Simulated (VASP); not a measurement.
Here is the system:

```xyz
2
Lattice="0.0000 3.0438 3.0438 3.0438 0.0000 3.0438 3.0438 3.0438 0.0000" Properties=species:S:1:pos:R:3 pbc="T T T"
Zn     0.0000     0.0000     0.0000
Te     1.5219     1.5219     1.5219
```

Calculation: r2SCAN+rVV10, VASP's PBE PAW potentials (set 64) (plane waves; VASP 6.6.1). Numerical set-up: 520 eV cut-off, 8×8×8 Γ-centred mesh, Gaussian smearing of 0.050 eV, potentials Zn Te.

Problem. The job: ZnTe (zinc blende), 2 atoms, r2SCAN+rVV10, static run, 520 eV, 8×8×8 Γ-centred mesh. Roughly how much core time does it take on a busy server core?

Solution. About 90 core-seconds (one run on a shared machine, a rough figure). It had 29 irreducible k-points, 13 bands, up to 1540 plane waves and 18 electronic steps.

The compound is ZnTe in the zinc blende structure. It was relaxed first.
